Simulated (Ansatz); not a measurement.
The system is TiSi.

```
Ti Si
1.0
     1.81618   -2.11762    0.00000
     1.81618    2.11762    0.00000
     0.00000    0.00000    3.80393
Ti Si
1 1
Direct
  0.50000 0.50000 0.00000
  0.00000 0.00000 0.50000
```

The cell comes from a database or a generator and needn't be the stable form of this composition.

Base run:

| Item | Value |
| --- | --- |
| Program | Ansatz 0.2.0 |
| Functional | PBEsol |
| Potentials or basis | all-electron LAPW, scalar-relativistic |
| Cutoff | 239 eV (chosen from the basis error) |
| Basis error allowed | 0.001 eV/atom |
| k mesh | 10 × 10 × 7 |
| Occupations | fermi-dirac, width 0.05 eV |
| Spin | no spin polarisation |

Its results: pressure -4.3 GPa.

Problem. The run is repeated on the same cell with these changes: functional from PBEsol to LDA. What comes out?

Solution. Pressure -7.8 GPa.

LDA binds more tightly than PBEsol, so the same cell stands under less pressure.
